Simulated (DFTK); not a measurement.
Crystal: C.

```xyz
2
Lattice="0.0000 1.7834 1.7834 1.7834 0.0000 1.7834 1.7834 1.7834 0.0000" Properties=species:S:1:pos:R:3 pbc="T T T"
C     2.6751    2.6751    2.6751
C     1.7834    1.7834    1.7834
```

This isn't the form of C at room conditions, which is graphite.

Base run:

* Program: DFTK 0.8.2
* Functional: LDA
* Potentials or basis: SG15 1.2 (PBE)
* Cutoff: 1225 eV
* k mesh: 13 × 13 × 13
* Occupations: fermi-dirac, width 0.05 eV
* Spin: no spin polarisation

Its results: band gap on the k mesh 3.95 eV, indirect (least direct gap 5.53 eV).

Question: The run is repeated on the same cell with these changes: functional from LDA to BJ06. What comes out?

Answer: Band gap on the k mesh 4.10 eV, indirect (least direct gap 5.98 eV).

Caveats: the program leaves the constant c of mgga_x_tb09 at 1, so the potential is Becke-Johnson's (BJ06) and not Tran and Blaha's, with levels but no total energy (some runs).

A k mesh can miss the band edges.

Not every run made on this cell is shown here.
